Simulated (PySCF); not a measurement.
Runs of PySCF 2.14.0 on SiC (Moissanite 3C). It takes space group F-43m (No. 216, cubic). Conventional cell: a = 4.358 Å, b = 4.358 Å, c = 4.358 Å, α = 90.00°, β = 90.00°, γ = 90.00°. Si (site symmetry -43m) is surrounded by 4 C at 1.89 Å. C (site symmetry -43m) is surrounded by 4 Si at 1.89 Å. 

| task | level | potentials or basis | density cutoff | exponents discarded below (exp_to_discard) | potentials | conv_tol | grid for exchange and correlation | gap on the mesh (eV) |
| --- | --- | --- | --- | --- | --- | --- | --- | --- |
| atomic charges | PBEsol | gth-dzvp/gth-pbe (potentials made for PBE) | 130 Ha | 0.02 1/bohr^2 | C gth-pbe, Si gth-pbe | 1e-07 Ha | Becke, atom-centred | 0.69 |
| atomic charges | PBEsol | pob-tzvp-rev2 (all-electron) | - | 0.1 1/bohr^2 | - | 1e-07 Ha | - | 0.77 |
| atomic charges | B3LYP | pob-tzvp-rev2 (all-electron) | - | 0.1 1/bohr^2 | - | 1e-07 Ha | - | 3.00 |
| MP2 correlation energy | HF | pob-tzvp-rev2 (all-electron) | - | 0.1 1/bohr^2 | - | 1e-08 Ha | - | 10.20 |
| atomic charges | LDA | gth-dzvp/gth-pbe (potentials made for PBE) | 130 Ha | 0.02 1/bohr^2 | C gth-pbe, Si gth-pbe | 1e-07 Ha | Becke, atom-centred | 0.65 |
| atomic charges | PBE0 | pob-tzvp-rev2 (all-electron) | - | 0.1 1/bohr^2 | - | 1e-07 Ha | - | 3.11 |
| atomic charges | B3LYP | gth-dzvp/gth-pbe (potentials made for PBE) | 130 Ha | 0.02 1/bohr^2 | C gth-pbe, Si gth-pbe | 1e-07 Ha | Becke, atom-centred | 2.95 |
| atomic charges | LDA | pob-tzvp-rev2 (all-electron) | - | 0.1 1/bohr^2 | - | 1e-07 Ha | - | (a) |
| atomic charges | r2SCANh | pob-tzvp-rev2 (all-electron) | - | 0.1 1/bohr^2 | - | 1e-07 Ha | - | (b) |
| atomic charges | HF | pob-tzvp-rev2 (all-electron) | - | 0.1 1/bohr^2 | - | 1e-07 Ha | - | 10.20 |

Alike in all rows: no spin polarisation; cell as given; k mesh 2 × 2 × 2; smearing fixed; the mesh is coarse, so values aren't converged.

Q: Fill in the values left out.

A: (a) 0.83; (b) 2.10.

Caveats: all runs use coarse meshes; the basis of atomic orbitals isn't converged, which shifts pressures, moduli and gaps; the default atom-centred grid shifts energies of crystals by up to some 10 meV an atom and pressures by some 0.5 GPa (some runs); on so small a mesh gaps with full-range exact exchange can be off by tenths of an eV to over 1 eV (some runs); mesh and basis are far too small for converged many-body values: gaps can be off by tenths of an eV to over 1 eV, and much correlation energy is missing (some runs).

A k mesh can miss the band edges.

The runs don't all hold the same shells in valence.

Runs at the PBE level aren't shown here.
